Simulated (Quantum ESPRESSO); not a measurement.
A calculation with Quantum ESPRESSO 7.5 of CdS (native input, structure typed inline):

Contents of pw.in:

```
&CONTROL
  calculation = 'scf'
  prefix = 'pwscf'
  outdir = './tmp'
  pseudo_dir = './pseudo'
  tprnfor = .true.
  tstress = .true.
  disk_io = 'nowf'
/
&SYSTEM
  ibrav = 0
  nat = 4
  ntyp = 2
  ecutwfc = 60
  ecutrho = 480
  nbnd = 26
  occupations = 'smearing'
  smearing = 'fd'
  degauss = 0.00367493
/
&ELECTRONS
  conv_thr = 8d-10
  electron_maxstep = 120
  mixing_beta = 0.5
/
ATOMIC_SPECIES
Cd   112.4140 Cd.pbe-dn-rrkjus_psl.0.3.1.UPF
S     32.0600 s_pbe_v1.4.uspp.F.UPF
CELL_PARAMETERS angstrom
   3.8984360000    0.0000000000    0.0000000000
   0.0000000000    5.5114920000    0.0000000000
   0.0000000000    0.0000000000    3.8981040000
ATOMIC_POSITIONS crystal
Cd     0.4362294000    0.4423171100    0.3413123400
Cd     0.1129905500    0.9627103100    0.7070286300
S      0.4293512800    0.9741786600    0.1590243800
S      0.0214287600    0.6207939100    0.7926346400
K_POINTS automatic
7 5 7 0 0 0
```

Potentials or basis: SSSP 1.3 efficiency PBE.

Run with:

```sh
$ OMP_NUM_THREADS=1 pw.x -in pw.in > pw.out
```

The cell comes from a database or a generator and needn't be the stable form of this composition.

Question: Write the same calculation in another form: ASE script, structure typed inline.

Answer: As run:

Contents of run.py:

```python
import numpy as np
from ase.calculators.espresso import Espresso, EspressoProfile
from ase import Atoms

atoms = Atoms(['Cd', 'Cd', 'S', 'S'],
              cell=[[3.898436, 0.0, 0.0], [0.0, 5.511492, 0.0], [0.0, 0.0, 3.898104]],
              scaled_positions=[[0.4362294, 0.44231711, 0.34131234], [0.11299055, 0.96271031, 0.70702863], [0.42935128, 0.97417866, 0.15902438], [0.02142876, 0.62079391, 0.79263464]],
              pbc=True)

input_data = {
    'control': {'calculation': 'scf', 'prefix': 'pwscf', 'outdir': './tmp', 'tprnfor': True, 'tstress': True, 'disk_io': 'nowf'},
    'system': {'ecutwfc': 60.0, 'ecutrho': 480.0, 'nbnd': 26, 'occupations': 'smearing', 'smearing': 'fd', 'degauss': 0.00367493},
    'electrons': {'conv_thr': 8e-10, 'electron_maxstep': 120, 'mixing_beta': 0.5},
}
pseudopotentials = {'S': 's_pbe_v1.4.uspp.F.UPF', 'Cd': 'Cd.pbe-dn-rrkjus_psl.0.3.1.UPF'}
profile = EspressoProfile(command='pw.x', pseudo_dir='pseudo')
dft = Espresso(profile=profile, input_data=input_data, pseudopotentials=pseudopotentials, kpts=(7, 5, 7), koffset=(0, 0, 0))
atoms.calc = dft

print(f'energy {atoms.get_potential_energy():.8f} eV')
print('forces (eV/A)')
print(np.round(atoms.get_forces(), 6))
print('stress (eV/A^3, Voigt)')
print(np.round(atoms.get_stress(), 8))
print(f'Fermi level {dft.get_fermi_level():.4f} eV')
```

Potentials or basis: SSSP 1.3 efficiency PBE.

Run with:

```sh
$ OMP_NUM_THREADS=1 python run.py
```

Both were run:

|  | native input, structure typed inline | ASE script, structure typed inline |
| --- | --- | --- |
| Pressure | 25.7 GPa | 25.7 GPa |
| Largest force | 14.003 eV/Å | 14.003 eV/Å |
| Band gap on the k mesh | none (metal or under the smearing width) | none (metal or under the smearing width) |

Keys that steer only the numerical path or the files written may differ.

Caveat: so large a pressure means that the cell lies far from this level's equilibrium, or that cutoff or potentials fall short; forces of over 1 eV/Å show positions far from the minimum, so gaps and moduli don't describe the material at rest.
